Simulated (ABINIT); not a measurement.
The system is Ti.

```
CELL_PARAMETERS angstrom
-1.64100 1.64100 1.64100
1.64100 -1.64100 1.64100
1.64100 1.64100 -1.64100
ATOMIC_POSITIONS crystal
Ti 0.00000 0.00000 0.00000
```

This isn't the form of Ti at room conditions, which is hcp.

Program: ABINIT 10.8.3 (patched build). Alike in all runs: no spin polarisation; cell as given; smearing fermi-dirac 0.05 eV. Hardware: 1 thread of Arm Neoverse V2, on a shared host.

Problem. Order these runs on this cell by their wall time, lowest first.
A. task band structure; level LDA; potentials or basis JTH PAW LDA v2.0; k mesh 11 × 11 × 11; cutoff (eV) 408; fine-grid cutoff 816.342 eV; mesh quality not flagged
B. task band structure; level PBE; potentials or basis PseudoDojo NC SR PBE v0.4.1 standard; k mesh 11 × 11 × 11; cutoff (eV) 1143; mesh quality not flagged
C. task band structure; level r2SCAN; potentials or basis SG15 NC PBE v1.2; k mesh 11 × 11 × 11; cutoff (eV) 1361; mesh quality not flagged
D. task single point; level LDA; potentials or basis JTH PAW LDA v2.0; k mesh 7 × 7 × 7; cutoff (eV) 408; fine-grid cutoff 816.342 eV; mesh quality coarse

Solution. D (2.2 s), A (5.6 s), B (21 s), C (110 s).

Caveats: some runs use coarse meshes.
